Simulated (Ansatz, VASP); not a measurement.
W: VASP beside Ansatz

```xyz
2
Lattice="0.0000 2.8958 2.8958 2.8958 0.0000 2.8958 2.8958 2.8958 0.0000" Properties=species:S:1:pos:R:3 pbc="T T T"
W     0.7240    0.7240    0.7240
W     5.0677    5.0677    5.0677
```

Alike in both runs: functional r2SCAN; k mesh 10 × 10 × 10; occupations fermi-dirac, width 0.1 eV; no spin polarisation.

Ansatz relaxed the structure, and its values are those at the end. VASP's run is a single point on that final structure, the one shown.

|  | VASP | Ansatz |
| --- | --- | --- |
| version | VASP 6.6.1 | Ansatz 0.2.0 |
| potentials or method | VASP PAW PBE potentials, release 64 (W_sv) | plane waves (500 eV) with PAW, scalar-relativistic |
| plane-wave cutoff (eV) | 520 | 500 |
| valence electrons in the cell | 28 | 28 |

Ansatz gave:

```
pressure (GPa) : 0.0
```

Task: What did VASP give for the same quantities?

Result: Pressure (GPa): 0.9.

Caveats: the PAW data sets were made with another functional, which shifts forces and pressure a little (VASP). Spin-orbit coupling is left out, which matters for the levels of W.
